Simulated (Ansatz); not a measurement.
CoSi:

```
CELL_PARAMETERS angstrom
2.78133 0.00000 0.00000
0.00000 2.78133 0.00000
0.00000 0.00000 2.78133
ATOMIC_POSITIONS crystal
Co 0.00000 0.00000 0.00000
Si 0.50000 0.50000 0.50000
```

Measurements of this composition are mostly on another form, of space group No. 198.

Base run:

* Program: Ansatz 0.2.0
* Functional: PBE
* Potentials or basis: all-electron LAPW, scalar-relativistic
* Cutoff: 272 eV (chosen from the basis error)
* Basis error allowed: 0.001 eV/atom
* k mesh: 10 × 10 × 10
* Occupations: fermi-dirac, width 0.05 eV
* Spin: collinear spin, ferromagnetic start
* Starting moments: [2.0, 0.0] μB

Its results: pressure 0.8 GPa; net moment 0.56 μB per cell; site moments Co +0.56; Si +0.01 μB.

Problem. The run is repeated on the same cell with these changes: functional from PBE to LDA. What comes out?

Solution. Pressure -12.4 GPa; net moment 0.41 μB per cell; site moments Co +0.42; Si +0.00 μB.

LDA binds more tightly than PBE, so the same cell stands under less pressure.
